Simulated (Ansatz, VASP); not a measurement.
## As in VASP and in Ansatz

```
As
1.0
     2.81103    0.00000    0.00000
    -1.40551    2.43442    0.00000
     0.00000    0.00000    9.47482
As
4
Direct
  0.00000 0.00000 0.00000
  0.00000 0.00000 0.50000
  0.33333 0.66667 0.25000
  0.66667 0.33333 0.75000
```

Alike in both runs: task single point; functional PBEsol; k mesh 14 × 14 × 4; occupations fermi-dirac, width 0.1 eV; no spin polarisation.

```csv
,VASP,Ansatz
version,VASP 6.6.1,Ansatz 0.2.0
potentials or method,"VASP PAW PBE potentials, release 64 (As)","plane waves (420 eV) with PAW, scalar-relativistic"
plane-wave cutoff (eV),520,420
valence electrons in the cell,20,60
```

Ansatz gave:

```
pressure (GPa)                                  : 15.3
largest component of the traceless stress (GPa) : 0.43
```

**Question.** What did VASP give for the same quantities?

**Answer.** Pressure (GPa): 15.8; largest component of the traceless stress (GPa): 0.40.

The functional is the same, so the differences come from potentials, cutoffs and numerics. The two sets of potentials don't hold the same shells in valence. Ansatz warned: «pseudo_functional_mismatch».

Caveats: so large a pressure means that the cell lies far from this level's equilibrium, or that cutoff or potentials fall short (VASP); the potentials were made for another functional, which shifts forces and pressure (VASP).
